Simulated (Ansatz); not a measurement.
PbS: stationary points along a deformation path

These are results of DFT PBE+D3(BJ), scalar-relativistic, plane waves, PAW (Ansatz), not measurements. Settings: plane waves to 420 eV, k-mesh 12×12×12 (Γ-centred), Gaussian smearing 0.03 eV. Spin–orbit coupling is left out, which matters for the heavy elements here. No spin polarisation. Energies are free energies at this smearing, counted from the undisturbed cell; pressure is positive in compression.

Reference structure (relaxed at this level):

```yaml
crystal:
  lattice:
    - [2.09757, 1.21103, 3.42799]
    - [-2.09757, 1.21103, 3.42799]
    - [0.00000, -2.42206, 3.42799]
  atoms:
    - { symbol: Pb, position: [0.97799, 0.97799, 0.97799] }
    - { symbol: S, position: [0.47761, 0.47761, 0.47761] }
```

At fixed volume and fractional coordinates, lengths along (0.000, 0.000, 1.000) are scaled against those across it; ρ is that ratio over its starting value. V = 26.123 Å³/atom. Δσ is the stress along the axis less the mean stress across it (compression positive).

```csv
ρ,ΔE (meV/atom),Δσ (GPa),space group
0.850,44.9,4.56,R3m
0.920,12.9,2.73,R3m
1.000,0.0,-0.03,R3m
1.100,21.1,-4.23,R3m
1.200,80.8,-8.45,R3m
```

Q: How does the stress give the slope of the energy, and where is the energy stationary?

A: Along the path d ln(length) is 2/3 d ln ρ on the axis and −1/3 d ln ρ across it, so dE/d ln ρ = −(2/3) V Δσ: the energy falls with ρ where Δσ is positive. Δσ vanishes or changes sign at ρ = 1.000 (R3m), a minimum at 0.0 meV/atom. Pairs of stationary points between two samples would go unseen, and could change a minimum read from distant neighbours into a maximum.

Q: Integrate that slope from ρ = 1 to 0.850 by the trapezoid rule.

A: With V/N in Å³ and 1 eV/Å³ = 160.2 GPa the slopes at ρ = 1.000, 0.920, 0.850 are 3, -297, -496 meV/atom per unit of ln ρ. The steps add 12.3 + 31.4 = 43.6 meV/atom, against 44.9 from the energies; the trapezoid rule misses the curvature of the slope within each step.

The gap closes along the scan, which can put kinks into the curve.